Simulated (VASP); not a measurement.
# I (C2/m) in VASP: notebook, part 2 of 2

VASP 6.6.1.

### 3 Single point, B3LYP+ULG, collinear spin, ferromagnetic start

POSCAR

```
I
4.4925
    0.565018715459     -0.825069546244      0.000000000000
    0.565018715459      0.825069546244      0.000000000000
   -0.360795734446      0.000000000000      0.530016204073
I
1
Direct
    0.5000000000      0.5000000000      0.5000000000
```

INCAR.step1

```
SYSTEM = I
PREC = Accurate
ENCUT = 520
EDIFF = 1E-5
ISMEAR = -1
SIGMA = 0.02
LREAL = .False.
LASPH = .True.
NELM = 80
ALGO = Normal
ISIF = 2
LWAVE = .True.
ISPIN = 2
MAGMOM = 0.5
LORBIT = 11
NUPDOWN = 0
GGA = PE
```

INCAR.step2

```
SYSTEM = I
PREC = Accurate
ENCUT = 520
EDIFF = 1E-7
ISMEAR = -1
SIGMA = 0.02
LREAL = .False.
LASPH = .True.
NELM = 80
ALGO = Normal
ISIF = 2
LWAVE = .False.
LCHARG = .True.
ISPIN = 2
MAGMOM = 0.5
LORBIT = 11
NUPDOWN = 0
GGA = B3
LHFCALC = .True.
AEXX = 0.2
AGGAX = 0.72
AGGAC = 0.81
ALDAC = 0.19
PRECFOCK = Normal
IVDW = 3
LELF = .True.
LVHAR = .True.
ISTART = 1
```

KPOINTS

```
Automatic mesh
0
Gamma
  4 4 6
  0 0 0
```

Potentials or basis: VASP PAW PBE potentials, release 54 (I).

The run is started by

```console
cat potpaw_PBE.54/I/POTCAR > POTCAR
cp INCAR.step1 INCAR
mpirun -np 1 vasp_std > vasp.out
cp INCAR.step2 INCAR
mpirun -np 1 vasp_std > vasp.out
```

OUTCAR:

```text
SYSTEM = I
   PREC = Accurate
   ENCUT = 520
   EDIFF = 1E-7
   ISMEAR = -1
   LREAL = .False.
   LASPH = .True.
   NELM = 80
   ISIF = 2
   ISPIN = 2
   LORBIT = 11
   NUPDOWN = 0
   GGA = B3
   LHFCALC = .True.
   AEXX = 0.2
   PRECFOCK = Normal
   IVDW = 3
   ISTART = 1
  IVDW =   3

 ion  position               nearest neighbor table
   1  0.500  0.500  0.500-

  LATTYP: Found a base centered monoclinic cell.
 ALAT       =     5.0766931584
 B/A-ratio  =     1.4602517114
 C/A-ratio  =     0.5673826054
 COS(beta)  =    -0.5627202553

  Lattice vectors:

 A1 = (   2.5383465792,  -3.7066249365,   0.0000000000)
 A2 = (   2.5383465792,   3.7066249365,   0.0000000000)
 A3 = (  -1.6208748370,   0.0000000000,   2.3810977968)

Analysis of symmetry for initial positions (statically):
=====================================================================
 Subroutine PRICEL returns:
 Original cell was already a primitive cell.

 Routine SETGRP: Setting up the symmetry group for a
 base centered monoclinic supercell.

 Subroutine GETGRP returns: Found  4 space group operations
 (whereof  4 operations were pure point group operations)
 out of a pool of  4 trial point group operations.

The static configuration has the point symmetry C_2h.

Analysis of symmetry for dynamics (positions and initial velocities):
=====================================================================
 Subroutine PRICEL returns:
 Original cell was already a primitive cell.

 Routine SETGRP: Setting up the symmetry group for a
 base centered monoclinic supercell.

 Subroutine GETGRP returns: Found  4 space group operations
 (whereof  4 operations were pure point group operations)
 out of a pool of  4 trial point group operations.

The dynamic configuration has the point symmetry C_2h.

Analysis of structural, dynamic, and magnetic symmetry:
=====================================================================
 Subroutine PRICEL returns:
 Original cell was already a primitive cell.

 Routine SETGRP: Setting up the symmetry group for a
 base centered monoclinic supercell.

 Subroutine GETGRP returns: Found  4 space group operations
 (whereof  4 operations were pure point group operations)
 out of a pool of  4 trial point group operations.

The overall configuration has the point symmetry C_2h.

 Subroutine INISYM returns: Found  4 space group operations
 (whereof  4 operations are pure point group operations),
 and found     1 'primitive' translations

----------------------------------------------------------------------------------------

                                     Primitive cell

  volume of cell :      44.8061

  direct lattice vectors                    reciprocal lattice vectors
     2.538346579 -3.706624937  0.000000000     0.196978618 -0.134893605  0.134088438
     2.538346579  3.706624937  0.000000000     0.196978618  0.134893605  0.134088438
    -1.620874837  0.000000000  2.381097797     0.000000000  0.000000000  0.419974350

  length of vectors
     4.492468339  4.492468339  2.880427391     0.273818498  0.273818498  0.419974350

  position of ions in fractional coordinates (direct lattice)
     0.500000000  0.500000000  0.500000000

  ion indices of the primitive-cell ions
   primitive index   ion index
                 1           1

----------------------------------------------------------------------------------------

 KPOINTS: Automatic mesh

[... 77 lines left out ...]
   PSTRESS=    0.0 pullay stress
   NELECT =       7.0000    total number of electrons
   NUPDOWN=       0.0000    fix difference up-down
   EMIN   =  10.00;   EMAX   =-10.00  energy-range for DOS
   EFERMI =   0.00;   METHOD = LEGACY
   ISMEAR =    -1;   SIGMA  =   0.02  broadening in eV -4-tet -1-fermi 0-gaus
   EFERMI_NEDOS =   21; number of points for ismear=-14 and -15
   IALGO  =     38    algorithm
   IMIX   =      1    mixing-type and parameters
     AMIX     =   0.40;   BMIX     =  1.00
     AMIX_MAG =   1.60;   BMIX_MAG =  1.00
  volume/ion in A,a.u.               =      44.81       302.37
  Fermi-wavevector in a.u.,A,eV,Ry     =   0.881716  1.666201 10.577477  0.777423
  Thomas-Fermi vector in A             =   2.002249
   LORBIT       =     11    0 simple, 1 ext, 2 COOP (PROOUT), +10 PAW based schemes
   GGA     = B3    functional components
   LHFCALC =     T    Hartree Fock is set to
   PRECFOCK=normal    Normal, Fast or Accurate (Low or Medium for compatibility)
   ENCUT4O =  -1.0   cutoff for four orbital integrals eV
   NKREDX  =     1    reduce k-point grid by
   NKREDY  =     1    reduce k-point grid by
   NKREDZ  =     1    reduce k-point grid by
   AEXX    =    0.2000 exact exchange contribution
   HFSCREEN=    0.0000 screening length (either q_TF or 0.3 A-1)
   HFSCREENC=   0.0000 screening length for correlation (either q_TF or 0.3 A-1)
   ENCUTFOCK=  -1.0 apply spherical cutoff to Coloumb kernel
   IVDW    =     3    specifies the selected vdW correction
   LEPSILON=     F    determine dielectric tensor
   LRPA    =     F    only Hartree local field effects (RPA)
 spin polarized calculation
  energy-cutoff  :      520.00
  volume of cell :       44.81
 maximum number of plane-waves:      1223
 NGX is ok and might be reduce to    36
  NGX = 28; NGY = 28; NGZ = 18

 number of electron       7.0000000 magnetization       0.0000000

 number of electron       7.0000000 magnetization      -0.0000000

 Free energy of the ion-electron system (eV)
  ---------------------------------------------------
  ext. energy  EPLUGINS =         0.00000000
  ---------------------------------------------------
  free energy    TOTEN  =        -1.73574953 eV

  energy without entropy =       -1.73574953  energy(sigma->0) =       -1.73574953

 E-fermi :   2.2917     XC(G=0):  -6.2328

 val. band max:        1.8664362855   @ k =   0.5000  -0.0000   0.5000
 cond. band min:       3.1305932775   @ k =   0.5000   0.2500   0.1667
 fundamental gap:      1.2641569921
 Fermi energy:         2.2917390683

 spin component 1

 k-point     1 :       0.0000    0.0000    0.0000
  band No.  band energies     occupation
      1     -13.0756      1.00000
      2      -0.2624      1.00000
      3      -0.1734      1.00000
      4       6.9448      0.00000
      5       7.2044      0.00000
      6      10.8276      0.00000
      7      11.0965      0.00000
[... 221 lines left out ...]
 k-point    24 :      -0.2500    0.2500    0.3333
  band No.  band energies     occupation
      1     -10.9686      1.00000
      2      -1.8855      1.00000
      3      -0.3155      1.00000
      4       0.6750      1.00000
      5      10.0616      0.00000
      6      10.4470      0.00000
      7      11.4757      0.00000

 [... further k-points ...]

 spin component 2

 k-point     1 :       0.0000    0.0000    0.0000
  band No.  band energies     occupation
      1     -13.0756      1.00000
      2      -0.2624      1.00000
      3      -0.1734      1.00000
      4       6.9448      0.00000
      5       7.2044      0.00000
      6      10.8276      0.00000
      7      11.0965      0.00000
[... 221 lines left out ...]
 k-point    24 :      -0.2500    0.2500    0.3333
  band No.  band energies     occupation
      1     -10.9686      1.00000
      2      -1.8855      1.00000
      3      -0.3155      1.00000
      4       0.6750      1.00000
      5      10.0616      0.00000
      6      10.4470      0.00000
      7      11.4757      0.00000

 [... further k-points ...]

------------------------ aborting loop because EDIFF is reached ----------------------------------------

  ULGs method for vdW energy calculation

  Number of pair interactions contributing to vdW energy:   11676

  Edisp (eV):   -0.14719

  FORCE on cell =-STRESS in cart. coord.  units (eV):
  Direction    XX          YY          ZZ          XY          YZ          ZX
  --------------------------------------------------------------------------------------
  -------------------------------------------------------------------------------------
  Total       0.43910     0.21593     0.35317     0.00000     0.00000     0.11419
  in kB      15.70128     7.72107    12.62877     0.00000     0.00000     4.08313
  external pressure =       12.02 kB  Pullay stress =        0.00 kB

 VOLUME and BASIS-vectors are now :
 -----------------------------------------------------------------------------
  energy-cutoff  :      520.00
  volume of cell :       44.81
      direct lattice vectors                 reciprocal lattice vectors
     2.538346579 -3.706624937  0.000000000     0.196978618 -0.134893605  0.134088438
     2.538346579  3.706624937  0.000000000     0.196978618  0.134893605  0.134088438
    -1.620874837  0.000000000  2.381097797     0.000000000  0.000000000  0.419974350

 POSITION                                       TOTAL-FORCE (eV/Angst)
 -----------------------------------------------------------------------------------
      1.72791      0.00000      1.19055         0.000000      0.000000      0.000000
 -----------------------------------------------------------------------------------
    total drift:                                0.000000     -0.000000     -0.000000

  FREE ENERGIE OF THE ION-ELECTRON SYSTEM (eV)
  ---------------------------------------------------
  free  energy   TOTEN  =        -1.8829404146 eV

  energy  without entropy=       -1.8829404146  energy(sigma->0) =       -1.88294041

 total charge

# of ion       s       p       d       tot
------------------------------------------
    1        1.542   2.722   0.025   4.289

 magnetization (x)

# of ion       s       p       d       tot
------------------------------------------
    1       -0.000  -0.000   0.000  -0.000
```

Wall time 10 min (1 thread of Intel Xeon 6975P-C (Granite Rapids), shared host); peak memory 0.21 GiB.

Results:

- Free energy: -1.8829 eV
- Pressure: 1.2 GPa
- Net moment: 0.00 μB per cell
- Valence electrons inside the program's atomic spheres: I 4.29
- Dispersion energy per atom: -0.147 eV

Caveat: the k mesh is coarse (spacing up to 0.44 Å⁻¹), so the values aren't converged, least of all with exact exchange; the PAW data sets were made with another functional, which shifts forces and pressure a little; the total moment is fixed, so each spin has its own Fermi level.

### 4 Single point, PBE

INCAR

```
PREC     = Accurate       # precision mode
ENCUT    = 450            # plane-wave cutoff, eV
EDIFF    = 1E-6           # SCF threshold, eV
ISMEAR   = 0              # smearing method
SIGMA    = 0.02           # smearing width, eV
LREAL    = F              # projectors in reciprocal space
LASPH    = T              # aspherical terms in the spheres
NELM     = 60             # most SCF steps
ALGO     = Normal         # electronic algorithm
ISIF     = 2              # what is computed and relaxed
LWAVE    = F              # write WAVECAR
LCHARG   = F              # write CHGCAR
GGA      = PE             # functional
```

KPOINTS

```
regular mesh
0
Gamma
  4 4 6
```

POSCAR

```
I
1.0
    2.5383465792     -3.7066249365      0.0000000000
    2.5383465792      3.7066249365      0.0000000000
   -1.6208748370      0.0000000000      2.3810977968
I
1
Direct
    0.5000000000      0.5000000000      0.5000000000
```

Potentials or basis: VASP PAW PBE potentials, release 64 (I_GW).

The run is started by

```console
cat potpaw_PBE.64/I_GW/POTCAR > POTCAR
mpirun -np 1 vasp_std > vasp.out
```

Wall time 5.8 s (1 thread of AMD EPYC 9R45 (Zen 5), shared host); peak memory 0.11 GiB.

It converged, with:

```
Free energy            : -1.3427 eV
Pressure               : 0.8 GPa
Band gap on the k mesh : none (metal or under the smearing width)
```

Stress tensor (GPa, compression positive):
```
1.15 0.00 0.87
0.00 0.78 0.00
0.87 0.00 0.48
```

Levels at points of the mesh, in eV from the Fermi level:
| k point | band 1 | band 2 | band 3 | band 4 | band 5 | band 6 |
| --- | --- | --- | --- | --- | --- | --- |
| (0.00, 0.00, 0.00) | -14.06 | -2.02 | -1.94 | 3.45 | 3.93 | 7.52 |
| (0.50, 0.00, 0.00) | -13.78 | -3.99 | -2.48 | 3.47 | 4.72 | 10.11 |
| (0.50, 0.50, 0.00) | -13.81 | -3.97 | -2.37 | 3.26 | 4.79 | 9.53 |
| (0.00, 0.00, 0.50) | -11.02 | -6.05 | -1.30 | -0.61 | 4.76 | 5.83 |
| (0.50, 0.00, 0.50) | -11.17 | -6.20 | -0.78 | -0.02 | 5.41 | 7.65 |
| (0.50, 0.50, 0.50) | -11.02 | -6.04 | -1.31 | -0.63 | 4.75 | 5.79 |

Caveat: the k mesh is coarse (spacing up to 0.44 Å⁻¹), so the values aren't converged; an odd number of electrons without spin polarisation forces a metal; a magnetic or distorted state may lie lower.

### 5 Single point, PBE

INCAR

```
SYSTEM = I
ALGO = Normal ; EDIFF = 1E-6
ENCUT = 450 ; GGA = PE
ISIF = 2 ; ISMEAR = 0
LASPH = .TRUE. ; LCHARG = .FALSE.
LREAL = .FALSE. ; LWAVE = .FALSE.
NELM = 60 ; PREC = Accurate
SIGMA = 0.02
```

KPOINTS

```
k-points
0
G
  4 4 6
  0 0 0
```

POSCAR is that of step 4.

The run is started by

```console
cat potpaw_PBE.64/I_GW/POTCAR > POTCAR
mpirun -np 1 vasp_std > vasp.out
```

Wall time 6.6 s (1 thread of Intel Xeon Platinum 8375C at 2.90GHz (Ice Lake), shared host); peak memory 0.15 GiB.

The run converged. Its results:

* Free energy: -1.3427 eV
* Pressure: 0.8 GPa
* Band gap on the k mesh: none (metal or under the smearing width)

Stress tensor (GPa, compression positive):
```
1.15 0.00 0.87
0.00 0.78 0.00
0.87 0.00 0.48
```

Levels at points of the mesh, in eV from the Fermi level:
| k point | band 1 | band 2 | band 3 | band 4 | band 5 | band 6 | band 7 |
| --- | --- | --- | --- | --- | --- | --- | --- |
| (0.00, 0.00, 0.00) | -14.06 | -2.02 | -1.94 | 3.45 | 3.93 | 7.52 | 7.80 |
| (0.50, 0.00, 0.00) | -13.78 | -3.99 | -2.48 | 3.47 | 4.72 | 10.11 | 10.24 |
| (0.50, 0.50, 0.00) | -13.81 | -3.97 | -2.37 | 3.26 | 4.79 | 9.53 | 10.11 |
| (0.00, 0.00, 0.50) | -11.02 | -6.05 | -1.30 | -0.61 | 4.76 | 5.83 | 11.30 |
| (0.50, 0.00, 0.50) | -11.17 | -6.20 | -0.78 | -0.02 | 5.41 | 7.65 | 9.16 |
| (0.50, 0.50, 0.50) | -11.02 | -6.04 | -1.31 | -0.63 | 4.75 | 5.79 | 11.35 |

Caveat: the k mesh is coarse (spacing up to 0.44 Å⁻¹), so the values aren't converged; an odd number of electrons without spin polarisation forces a metal; a magnetic or distorted state may lie lower.

### 6 Summary

| task | level | potentials or basis | spin | fixed moment (μB) | cell | k mesh | cutoff (eV) | smearing | grid for exact exchange (PRECFOCK) | exchange at q = 0 | mesh quality | gap on the mesh (eV) | pressure (GPa) |
| --- | --- | --- | --- | --- | --- | --- | --- | --- | --- | --- | --- | --- | --- |
| relaxation of the atoms | LDA | VASP PAW LDA potentials, release 64 (I) | off | - | atoms relaxed from: cell strained at random at fixed volume | 7 × 7 × 11 | 520 | gaussian 0.05 eV | - | - | not flagged | none | -1.7 |
| single point | B3LYP+ULG | VASP PAW PBE potentials, release 54 (I) | collinear, ferromagnetic start | 0 | as given | 4 × 4 × 6 | 520 | fermi-dirac 0.02 eV | Normal | default | coarse | - | 1.2 |
| single point | PBE | VASP PAW PBE potentials, release 64 (I_GW) | off | - | as given | 4 × 4 × 6 | 450 | gaussian 0.02 eV | - | - | coarse | none | 0.8 |

Caveats: some runs use coarse meshes; an odd number of electrons without spin polarisation forces a metal (some runs); a magnetic or distorted state may lie lower (some runs); the relaxation stopped at its first step, so nothing moved (some runs); the PAW data sets were made with another functional, which shifts forces and pressure a little (some runs); the total moment is fixed, so each spin has its own Fermi level (some runs).

Total energies depend on the potentials used, so only differences within one code and one set of settings carry meaning.
